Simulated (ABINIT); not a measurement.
# NaF (Villiaumite) (Fm-3m) in ABINIT: equation of state

How stiff is NaF (Villiaumite) in PBEsol, and what volume does it want? The cell is scaled to several volumes.

Program: ABINIT 10.8.3 (patched build). These are calculated values, not measurements. Logs are shortened: lines on timing, memory, paths and dates and some standing lists are left out, and cuts for length are marked. The log counts tension as positive stress, the text compression.

## (1) Starting point

The structure is cubic, space group Fm-3m (No. 225). The conventional cell has a = 4.640 Å, b = 4.640 Å, c = 4.640 Å, α = 90.00°, β = 90.00°, γ = 90.00°. Na (site symmetry m-3m) is surrounded by 6 F at 2.32 Å. Around F (site symmetry m-3m) lie 6 Na at 2.32 Å.

## (2) Equation of state, PBEsol

Input file run.abi:

```
# Datasets: one volume each
ndtset 7
scalecart1 3*0.9795861087
scalecart2 3*0.9864848297
scalecart3 3*0.9932883884
scalecart4 3*1.0000000000
scalecart5 3*1.0066227096
scalecart6 3*1.0131594038
scalecart7 3*1.0196128224

# Pseudopotentials
pp_dirpath "./"
pseudos "Na.upf, F.upf"

# Structure
acell 3.2809754647 3.2809754647 3.2809754647 Angstrom
rprim
     0.0000000000     0.7071067812     0.7071067812
     0.7071067812     0.0000000000     0.7071067812
     0.7071067812     0.7071067812     0.0000000000
ntypat 2
znucl 11 9
natom 2
typat 1 2
xred
     0.0000000000     0.0000000000     0.0000000000
     0.5000000000     0.5000000000     0.5000000000

# Plane-wave basis
ecut 44.0

# k points
kptopt 1
ngkpt 10 10 10
nshiftk 1
shiftk 0.0 0.0 0.0

# Exchange and correlation
ixc -116133

# Bands and occupations
nband 12
occopt 3
tsmear 0.00183747

# SCF cycle
nstep 100
tolvrs 1.0e-10

# Output
iomode 3
prtwf 0
prtden 0
prteig 0
prtebands 0
```

Potentials or basis: PseudoDojo NC SR PBEsol v0.4.1 standard.

Command:

```console
$ mpirun --bind-to none -np 4 abinit run.abi > log 2>&1
```

run.abo:

```text
.Version 10.8.3 of ABINIT
 DATASET    1 : space group Fm -3 m (#225); Bravais cF (face-center cubic)
================================================================================
 Values of the parameters that define the memory need for DATASET  1.
     intxc =       0    ionmov =       0      iscf =       7    lmnmax =       5
     lnmax =       5     mgfft =      40  mpssoang =       3    mqgrid =    3001
     natom =       2  nloc_mem =       1    nspden =       1   nspinor =       1
    nsppol =       1      nsym =      48    n1xccc =    2501    ntypat =       2
    occopt =       3   xclevel =       2
       mpw =        2224          nfft =       64000          nkpt =          47
================================================================================
================================================================================
[... 61 lines left out ...]
 DATASET    7 : space group Fm -3 m (#225); Bravais cF (face-center cubic)
================================================================================
 Values of the parameters that define the memory need for DATASET  7.
     intxc =       0    ionmov =       0      iscf =       7    lmnmax =       5
     lnmax =       5     mgfft =      40  mpssoang =       3    mqgrid =    3001
     natom =       2  nloc_mem =       1    nspden =       1   nspinor =       1
    nsppol =       1      nsym =      48    n1xccc =    2501    ntypat =       2
    occopt =       3   xclevel =       2
       mpw =        2520          nfft =       64000          nkpt =          47
================================================================================
================================================================================

--------------------------------------------------------------------------------
------------- Echo of variables that govern the present computation ------------
--------------------------------------------------------------------------------
 -outvars: echo values of preprocessed input variables --------
            acell      6.2001450541E+00  6.2001450541E+00  6.2001450541E+00 Bohr
              amu      2.29897680E+01  1.89984032E+01
             ecut      4.40000000E+01 Hartree
              ixc     -116133
           jdtset        1    2    3    4    5    6    7
         kptrlatt       10    0    0      0   10    0      0    0   10
          kptrlen1     6.07357597E+01
          kptrlen2     6.11634904E+01
          kptrlen3     6.15853209E+01
          kptrlen4     6.20014505E+01
          kptrlen5     6.24120681E+01
          kptrlen6     6.28173527E+01
          kptrlen7     6.32174740E+01
            natom           2
            nband          12
           ndtset           7
            ngfft          40      40      40
             nkpt          47
            nstep         100
             nsym          48
           ntypat           2
           occopt           3
           prtden           0
        prtebands           0
[... 60 lines left out ...]

 chkinp: Checking input parameters for consistency, jdtset=   1.

 chkinp: Checking input parameters for consistency, jdtset=   2.
[... 29 lines left out ...]
 getcut: wavevector=  0.0000  0.0000  0.0000  ngfft=  40  40  40
         ecut(hartree)=     44.000   => boxcut(ratio)=   2.20559

 getcut : COMMENT -
  Note that boxcut > 2.2 ; recall that boxcut=Gcut(box)/Gcut(sphere) = 2
  is sufficient for exact treatment of convolution.
  Such a large boxcut is a waste : you could raise ecut
  e.g. ecut=   53.510721 Hartrees makes boxcut=2

--- Pseudopotential description ------------------------------------------------
- pspini: atom type   1  psp file is ./Na.upf
12 -116133 1 -1 2016                          pspcod,pspxc,lmax,lloc,mmax
     nproj     2     2     0

- pspini: atom type   2  psp file is ./F.upf
12 -116133 2 -1 832                           pspcod,pspxc,lmax,lloc,mmax
     nproj     2     2     1

   2.27638910E+02                                ecore*ucvol(ha*bohr**3)
--------------------------------------------------------------------------------

================================================================================

--- !BeginCycle
iteration_state: {dtset: 1, }
solver: {iscf: 7, nstep: 100, nline: 4, wfoptalg: 0, }
tolerances: {tolvrs: 1.00E-10, }
...
[... 988 lines left out ...]
-Cartesian components of stress tensor (GPa)         [Pressure= -2.7565E+00 GPa]
- sigma(1 1)=  2.75650216E+00  sigma(3 2)=  0.00000000E+00
- sigma(2 2)=  2.75650216E+00  sigma(3 1)=  0.00000000E+00
- sigma(3 3)=  2.75650216E+00  sigma(2 1)=  0.00000000E+00

== END DATASET(S) ==============================================================
================================================================================

 -outvars: echo values of variables after computation  --------
            acell      6.2001450541E+00  6.2001450541E+00  6.2001450541E+00 Bohr
           etotal1    -7.0304105079E+01
           etotal2    -7.0304373433E+01
           etotal3    -7.0304506974E+01
           etotal4    -7.0304520202E+01
           etotal5    -7.0304426148E+01
           etotal6    -7.0304236169E+01
           etotal7    -7.0303960595E+01
            fcart1    -0.0000000000E+00 -0.0000000000E+00 -0.0000000000E+00
                      -0.0000000000E+00 -0.0000000000E+00 -0.0000000000E+00
            fcart2    -0.0000000000E+00 -0.0000000000E+00 -0.0000000000E+00
                      -0.0000000000E+00 -0.0000000000E+00 -0.0000000000E+00
            fcart3    -0.0000000000E+00 -0.0000000000E+00 -0.0000000000E+00
                      -0.0000000000E+00 -0.0000000000E+00 -0.0000000000E+00
            fcart4    -0.0000000000E+00 -0.0000000000E+00 -0.0000000000E+00
                      -0.0000000000E+00 -0.0000000000E+00 -0.0000000000E+00
            fcart5    -0.0000000000E+00 -0.0000000000E+00 -0.0000000000E+00
                      -0.0000000000E+00 -0.0000000000E+00 -0.0000000000E+00
[... 38 lines left out ...]
                       0.0000000000E+00  0.0000000000E+00  0.0000000000E+00
           xangst1     0.0000000000E+00  0.0000000000E+00  0.0000000000E+00
                       2.2726397722E+00  2.2726397722E+00  2.2726397722E+00
           xangst2     0.0000000000E+00  0.0000000000E+00  0.0000000000E+00
                       2.2886448049E+00  2.2886448049E+00  2.2886448049E+00
           xangst3     0.0000000000E+00  0.0000000000E+00  0.0000000000E+00
                       2.3044290611E+00  2.3044290611E+00  2.3044290611E+00
           xangst4     0.0000000000E+00  0.0000000000E+00  0.0000000000E+00
                       2.3200000000E+00  2.3200000000E+00  2.3200000000E+00
           xangst5     0.0000000000E+00  0.0000000000E+00  0.0000000000E+00
                       2.3353646863E+00  2.3353646863E+00  2.3353646863E+00
           xangst6     0.0000000000E+00  0.0000000000E+00  0.0000000000E+00
                       2.3505298169E+00  2.3505298169E+00  2.3505298169E+00
           xangst7     0.0000000000E+00  0.0000000000E+00  0.0000000000E+00
                       2.3655017480E+00  2.3655017480E+00  2.3655017480E+00
             xred      0.0000000000E+00  0.0000000000E+00  0.0000000000E+00
                       5.0000000000E-01  5.0000000000E-01  5.0000000000E-01
 Calculation completed.
```

It took 95 s on 4 MPI ranks of Intel Xeon Platinum 8259CL at 2.50GHz (Skylake/Cascade Lake), shared host; peak memory 0.44 GiB.

Results:

* Equilibrium volume: 12.39 Å³/atom
* Bulk modulus: 49 GPa
* Pressure derivative of the bulk modulus: 4.6

Energy against volume, from the lowest point:
| volume (Å³/atom) | energy (meV/atom) |
| --- | --- |
| 11.738 | 5.65 |
| 11.988 | 2.00 |
| 12.237 | 0.18 |
| 12.487 | 0.00 |
| 12.737 | 1.28 |
| 12.987 | 3.86 |
| 13.236 | 7.61 |

Caveat: pressures at fixed basis lie under the slope of the energies.
